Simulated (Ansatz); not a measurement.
# Si (hcp type): the cost of one run

Method: DFT LDA, with the methods named in each step, in Ansatz 0.2.0.

This is Si in the hcp structure; at room conditions it is diamond.

1 further run of the same task is left out (it didn't finish). Runs told in other sessions of the task aren't counted.

## Step 1: The system as given

Symmetry: P6_3/mmc, No. 194, hexagonal system. The conventional cell has a = 2.655 Å, b = 2.655 Å, c = 4.520 Å, α = 90.00°, β = 90.00°, γ = 120.00°. Si (site symmetry -6m2) is surrounded by 12 Si at 2.65 to 2.73 Å.

Structure file:

```
CELL_PARAMETERS angstrom
2.65478 0.00000 0.00000
-1.32739 2.29911 0.00000
0.00000 0.00000 4.51989
ATOMIC_POSITIONS crystal
Si 0.33333 0.66667 0.25000
Si 0.66667 0.33333 0.75000
```

Whether this phase is the stable one at these pressures isn't tested.

Atoms are numbered in the order of the input: Si1, Si2.

## Step 2: The reference volume, LAPW

Contents of input.yaml:

```yaml
crystal:
  lattice:
    - [2.6547784576, 0.0, 0.0]
    - [-1.3273892288, 2.2991055857, 0.0]
    - [0.0, 0.0, 4.5198932311]
  atoms:
    - { symbol: Si, position: [0.3333333333, 0.6666666667, 0.25] }
    - { symbol: Si, position: [0.6666666667, 0.3333333333, 0.75] }
kpoints:
  mp_grid: { grid: [15, 15, 8] }
  band_path:
    path:
      - [0.0, 0.0, 0.0]
      - [0.5, 0.0, 0.0]
      - [0.3333333333, 0.3333333333, 0.0]
      - [0.0, 0.0, 0.0]
      - [0.0, 0.0, 0.5]
      - [0.5, 0.0, 0.5]
      - [0.3333333333, 0.3333333333, 0.5]
      - [0.0, 0.0, 0.5]
      - [0.5, 0.0, 0.5]
    npoints: 14
scf:
  occupations: { method: fermi_dirac, width: 0.1 }
hamiltonian:
  xc: lda
  pseudopotentials: { kind: all_electron, lapw: { basis_error: 0.001 } }
output:
  forces: true
  stress: true
  eigenvalues: true
  populations: true
  dos: { projected: true, de: 0.2, e_range: [-14, 8] }
```

Started as:

```bash
> ansatz run input.yaml --threads 1 --pin off --max-ram 2048MiB --backend cpu --events-out ev --progress --plain --runs-dir out
```

Q: Estimate wall time and peak memory on 1 thread of Arm Neoverse V1, shared host.

About 13 s, with a peak of 0.29 GiB.
